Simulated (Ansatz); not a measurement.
# How far is PAW off for Ti?

```
Ti
1.0
     2.64046    0.00000    0.00000
     0.00000    2.64046    0.00000
     0.00000    0.00000    2.64046
Ti
1
Direct
  0.00000 0.00000 0.00000
```

Conventional cell: a = 2.640 Å, b = 2.640 Å, c = 2.640 Å, α = 90.00°, β = 90.00°, γ = 90.00°. Around Ti (atom 1) lie 6 Ti at 2.64 Å.

The structure comes from a relaxation in the same program, started in the sc type, and has space group Pm-3m. Whether it is a known phase or the ground state wasn't checked.

Levels of theory: DFT, PBE, PAW with Ansatz's default frozen-core files, scalar-relativistic (Ansatz 0.2.0); DFT, PBE, all-electron PAW with datasets made for the crystal, scalar-relativistic (Ansatz 0.2.0); DFT, PBE, all-electron LAPW, scalar-relativistic (Ansatz 0.2.0).

For PAW: a Γ-centred 15×15×15 k mesh, Fermi–Dirac smearing of 0.05 eV, cutoff 420 eV, no spin polarisation. The crystal-made all-electron datasets (AE datasets) take a cutoff of 300 eV at this cell. LAPW targets a basis error of 0.5 meV/atom. The Ansatz runs share mesh, smearing and spin set-up. Plane-wave (PAW) pressures include the program's estimate of the Pulay term.

Stress and pressure are positive in compression.

Levels count from the Fermi level.

```json
{"quantity": "pressure (GPa)", "PAW": "0.02", "AE datasets": "-0.01", "LAPW": "-0.01"}
{"quantity": "highest filled level at X (eV)", "PAW": "-0.221", "AE datasets": "-0.221", "LAPW": "-0.221"}
{"quantity": "lowest empty level at X (eV)", "PAW": "2.077", "AE datasets": "2.077", "LAPW": "2.077"}
{"quantity": "highest filled level at Γ (eV)", "PAW": "-1.266", "AE datasets": "-1.267", "LAPW": "-1.267"}
{"quantity": "lowest empty level at Γ (eV)", "PAW": "3.932", "AE datasets": "3.931", "LAPW": "3.931"}
{"quantity": "highest filled level at M (eV)", "PAW": "-0.095", "AE datasets": "-0.094", "LAPW": "-0.094"}
{"quantity": "lowest empty level at M (eV)", "PAW": "2.492", "AE datasets": "2.492", "LAPW": "2.492"}
```

PAW's pressure differs from the LAPW value by +0.03 GPa.
